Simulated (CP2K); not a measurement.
Runs of CP2K 2026.2 on GaSb. The structure is cubic, space group F-43m (No. 216). The conventional cell has a = 6.118 Å, b = 6.118 Å, c = 6.118 Å, α = 90.00°, β = 90.00°, γ = 90.00°. Around Sb (site symmetry -43m) lie 4 Ga at 2.65 Å. Ga (site symmetry -43m) has 4 Sb at 2.65 Å as nearest neighbours. 

```csv
level,potentials or basis,smearing,EPS_DEFAULT,NGRIDS,points a segment of the path (NPOINTS),bands added on the path,CUTOFF of the grids,gap on the mesh (eV),pressure (GPa)
LDA,"GTH_POTENTIALS Sb GTH-PADE-q5, Ga GTH-PADE-q13; TZVP-MOLOPT-PBE-GTH basis",fermi-dirac 0.0259 eV,1.0E-9,5,8,4,450 Ry,none,-1.7
TB-mBJ,"POTENTIAL_UZH Sb GTH-PBE-q5, Ga GTH-PBE-q13; TZVP-MOLOPT-PBE-GTH basis",fermi-dirac 0.05 eV,1.0E-9,5,6,4,675 Ry,0.20,-
PBEsol,"POTENTIAL_UZH Sb GTH-PBE-q5, Ga GTH-PBE-q13; TZVP-MOLOPT-PBE-GTH basis",fermi-dirac 0.0259 eV,1.0E-9,4,10,2,450 Ry,none,1.3
PBE,"POTENTIAL_UZH Sb GTH-PBE-q5, Ga GTH-PBE-q13; TZVP-MOLOPT-PBE-GTH basis",fermi-dirac 0.01 eV,1.0E-10,4,6,4,450 Ry,0.08,2.9
PBE,"POTENTIAL_UZH Sb GTH-PBE-q5, Ga GTH-PBE-q13; TZVP-MOLOPT-PBE-GTH basis",fermi-dirac 0.05 eV,1.0E-9,5,6,4,450 Ry,0.08,2.9
r2SCAN,"POTENTIAL_UZH Sb GTH-SCAN-q5, Ga GTH-SCAN-q13; TZVP-MOLOPT-SCAN-GTH basis",fermi-dirac 0.0259 eV,1.0E-9,5,8,6,675 Ry,(a),(b)
```

Alike in all rows: task band structure; no spin polarisation; cell as given; k mesh 8 × 8 × 8.

Question: Fill in the values left out.

Answer: (a) 0.38; (b) -0.3.

Caveats: spin-orbit coupling is left out, which moves the levels of the heavy elements; the basis of atomic orbitals isn't converged, which shifts pressures, moduli and gaps; the potentials were made for another functional, which shifts forces and pressure (some runs); this is a model potential without an energy functional, so only levels have meaning (some runs).

A k mesh can miss the band edges, and the runs leave out spin-orbit coupling on Ga, Sb.

A gap of «none» marks a metal or a gap under the smearing width.
